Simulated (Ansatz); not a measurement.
# Ba started on a Zr site and Zr started on a Ba site in perovskite BaZrO3, 40 atoms, charge 0

Wanted: geometry, formation energy and gap levels of the defect, compared across PBEsol and r²SCAN.

Program: Ansatz 0.2.0, PAW, plane waves. These are calculated values, not measurements.

## 1. Starting point

40 atoms (8 Zr, 8 Ba, 24 O); a = 8.362 Å, b = 8.362 Å, c = 8.362 Å, α = 90.00°, β = 90.00°, γ = 90.00°. All atoms were shaken off their sites by about 0.02 Å along each axis. Defect site 1: (0.250, 0.250, 0.250). Defect site 2: (0.000, 0.000, 0.000).

The runs, in order: (2) PBEsol relaxation at the single k point (¼, ¼, ¼), on 8 threads of Intel Xeon Platinum 8259CL at 2.50GHz; (3) r²SCAN single point at the single k point (¼, ¼, ¼), on 8 threads of Intel Xeon Platinum 8259CL at 2.50GHz.

## 2. PBEsol relaxation in the fixed cell

Contents of in.yaml:

```yaml
crystal:
  lattice:
    - [8.361961, 0.000000, 0.000000]
    - [0.000000, 8.361961, 0.000000]
    - [0.000000, 0.000000, 8.361961]
  atoms:
    - { symbol: Zr, position: [0.001861, 0.996252, 0.003644] }
    - { symbol: Zr, position: [0.249727, 0.251024, 0.749038] }
    - { symbol: Zr, position: [0.251819, 0.750389, 0.248270] }
    - { symbol: Zr, position: [0.252054, 0.745263, 0.753409] }
    - { symbol: Zr, position: [0.748940, 0.253149, 0.251862] }
    - { symbol: Zr, position: [0.756951, 0.247285, 0.751285] }
    - { symbol: Zr, position: [0.753736, 0.747183, 0.249585] }
    - { symbol: Zr, position: [0.754168, 0.750468, 0.749116] }
    - { symbol: Ba, position: [0.998996, 0.002039, 0.502263] }
    - { symbol: Ba, position: [0.999881, 0.500776, 0.999397] }
    - { symbol: Ba, position: [0.000896, 0.501516, 0.497652] }
    - { symbol: Ba, position: [0.497219, 0.999574, 0.001491] }
    - { symbol: Ba, position: [0.496915, 0.002113, 0.501877] }
    - { symbol: Ba, position: [0.497268, 0.501006, 0.000994] }
    - { symbol: Ba, position: [0.501578, 0.502611, 0.499940] }
    - { symbol: Ba, position: [0.252376, 0.246754, 0.250247] }
    - { symbol: O, position: [0.250234, 0.253055, 0.998385] }
    - { symbol: O, position: [0.254630, 0.251837, 0.499131] }
    - { symbol: O, position: [0.252862, 0.753963, 0.997079] }
    - { symbol: O, position: [0.252880, 0.750557, 0.495377] }
    - { symbol: O, position: [0.750500, 0.248874, 0.998776] }
    - { symbol: O, position: [0.746634, 0.253861, 0.498221] }
    - { symbol: O, position: [0.751977, 0.748140, 0.000788] }
    - { symbol: O, position: [0.751363, 0.748708, 0.497839] }
    - { symbol: O, position: [0.999703, 0.248414, 0.255100] }
    - { symbol: O, position: [0.998496, 0.253718, 0.746280] }
    - { symbol: O, position: [0.002847, 0.748246, 0.250084] }
    - { symbol: O, position: [0.999438, 0.746585, 0.749802] }
    - { symbol: O, position: [0.500703, 0.250432, 0.250169] }
    - { symbol: O, position: [0.498756, 0.249681, 0.750427] }
    - { symbol: O, position: [0.497649, 0.747192, 0.247110] }
    - { symbol: O, position: [0.500205, 0.754498, 0.753475] }
    - { symbol: O, position: [0.248832, 0.002810, 0.247988] }
    - { symbol: O, position: [0.246503, 0.998449, 0.748749] }
    - { symbol: O, position: [0.249867, 0.496996, 0.253549] }
    - { symbol: O, position: [0.252551, 0.497473, 0.752402] }
    - { symbol: O, position: [0.754503, 0.000536, 0.248656] }
    - { symbol: O, position: [0.745997, 0.001600, 0.745042] }
    - { symbol: O, position: [0.749322, 0.501515, 0.249430] }
    - { symbol: O, position: [0.752384, 0.502221, 0.753692] }
  symmetry: { detect: false }
kpoints:
  mp_grid: { grid: [1, 1, 1], shift: [0.25, 0.25, 0.25] }
hamiltonian:
  xc: pbesol
scf:
  occupations: { method: fermi_dirac, width: 0.01 }
relax:
  f_tol: 0.03
  max_steps: 80
  escape_saddle: false
  adjacent_minimum: "off"
output:
  forces: true
  eigenvalues: true
  populations: true
  write_density: true
  write_potential: true
  elf: true
  volumetric_format: npy
```

Command:

```
ansatz run in.yaml --threads 8 --pin off --max-ram 13300MiB --runs-dir r --events-out ev --progress --plain
```

The runs that follow: Single point with r²SCAN.

What does the calculation give? Wanted: for each run, formation energy; host gap; top filled to lowest empty.

**Answer**, as computed:

```
             level                     time  formation energy (eV)  host gap (eV)  top filled to lowest empty (eV)
PBEsol, relaxation  4.9 min (8 CPU threads)                   5.16           2.97                             3.96
            r²SCAN     31 s (8 CPU threads)                   6.09           3.58                             4.50
```

| quantity | value |
| --- | --- |
| relaxation | 32 recorded steps, 14.27 eV gained |
| largest shift | 0.87 Å (O27) |

**In words.** Relaxation gains 14.27 eV, with shifts up to 0.87 Å (O27). The formation energy goes from 5.16 eV (PBEsol) to 6.09 eV (r²SCAN). The reservoirs are the elements' reference phases; where the defect changes the composition, the value depends on that choice. r²SCAN shows no level inside the gap that the count of atoms sharing it marks as tightly localised. The host's edges were read at Γ, so band-like levels at this k point need not coincide with them. One k point and a cell of this size can leave errors of several tenths of an eV.
